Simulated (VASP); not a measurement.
Input of a VASP 6.6.1 run:

Contents of INCAR:

```
SYSTEM = WC
  PREC = Accurate
  ENCUT = 600
  EDIFF = 1E-7
  ISMEAR = 0
  SIGMA = 0.1
  LREAL = .FALSE.
  LASPH = .TRUE.
  NELM = 80
  ALGO = Normal
  ISIF = 3
  LWAVE = .FALSE.
  LCHARG = .FALSE.
  METAGGA = R2SCAN
  LMIXTAU = .TRUE.
  LUSE_VDW = .TRUE.
  IVDW_NL = 2
  BPARAM = 11.95
  CPARAM = 0.0093
  IBRION = 2
  NSW = 90
  EDIFFG = -0.005
```

KPOINTS

```
Automatic mesh
0
G
  18 18 14
  0 0 0
```

The input POSCAR:

```
WC
1.0
    2.8820700000      0.0000000000      0.0000000000
   -1.4410350000      2.4959458400      0.0000000000
    0.0000000000      0.0000000000      2.8238700000
W C
1 1
Direct
    0.0000000000      0.0000000000      0.0000000000
    0.6666666700      0.3333333300      0.5000000000
```

Potentials or basis: VASP PAW PBE potentials, release 64 (W_sv, C).

The run is started by

```bash
$ cat potpaw_PBE.64/W_sv/POTCAR potpaw_PBE.64/C/POTCAR > POTCAR
$ mpirun -np 1 vasp_std > vasp.out
```

(1) Estimate the band gap on the k mesh.

(2) Estimate the relaxed volume.

(3) Predict the relaxed cell.

## Answers

(1) none (metal or under the smearing width).

(2) 10.42 Å³/atom.

(3) a = 2.912 Å, b = 2.912 Å, c = 2.838 Å, α = 90.00°, β = 90.00°, γ = 120.00°.

Caveat: the PAW data sets were made with another functional, which shifts forces and pressure a little; pairwise dispersion overbinds metals, which lowers pressure and volume.
